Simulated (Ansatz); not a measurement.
Level of theory: DFT PBE, scalar-relativistic, plane waves, PAW in Ansatz.

Cutoff 420 eV; k points 12×12×4 on the computed 4-atom cell (Γ-centred); Gaussian smearing, width 0.10 eV; no spin polarisation.

Structure with the computed forces (eV/Å) in the last three columns:

```xyz
4
Lattice="3.5962 0.0000 0.0000 -1.7981 3.1144 0.0000 0.0000 0.0000 11.9019" Properties=species:S:1:pos:R:3:forces:R:3 pbc="T T T" pressure_GPa=1.65
Pb    0.0000    0.0000   -0.2588    0.0000    0.0000    0.8110
Pb    0.0000    2.0763    3.2343    0.0000    0.0000   -0.8110
Pb    0.0000    0.0000    5.6921    0.0000    0.0000    0.8110
Pb    1.7981    1.0381    9.1853    0.0000    0.0000   -0.8110
```

Stress tensor (GPa, compression positive):

```
1.21 0.00 0.00
0.00 1.21 0.00
0.00 0.00 2.52
```

Spin–orbit coupling is left out, which can shift energies with elements as heavy as these.

This form isn't the element's structure at ambient conditions.